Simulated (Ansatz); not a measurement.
**Structures of NaI: which is lowest?**

Plane-wave DFT in Ansatz with scalar-relativistic PAW potentials, cutoff 500 eV, Γ-centred meshes chosen by cell and gap, Gaussian smearing with energies taken to zero width. Every cell was relaxed (cell and atoms) in a run of its own, within the symmetry of its start. Functional: r2SCAN.

Relaxed structures (starts from databases or built by putting these elements on another compound's sites):
A. Pm-3m, 2 atoms in the computed cell, a = 4.040 Å; sites (symmetry × multiplicity) Na m-3m × 1, I m-3m × 1; start: built
B. Fm-3m, 2 atoms in the computed cell, a = 6.467 Å; sites (symmetry × multiplicity) Na m-3m × 4, I m-3m × 4; start: database

Question: Rank them by energy. Could pressure change the order?

Answer:
| structure | group | E − E(lowest) (meV/atom) | V (Å³/atom) | gap on mesh (eV) |
| --- | --- | --- | --- | --- |
| B | Fm-3m | 0.0 | 33.80 | 4.44 |
| A | Pm-3m | 176 | 32.96 | 3.06 |

B is lowest, 176 meV/atom under A. The two lowest differ in volume by under 3 %, too little for a first-order estimate of what pressure does to that pair (other pairs aren't weighed here); with rigid cells even 3 % in favour of the higher one would need about 28 GPa. Other structures may lie lower than all of these, and vibrations aren't counted.

Spin-orbit coupling is left out, which matters for the bands of heavy elements.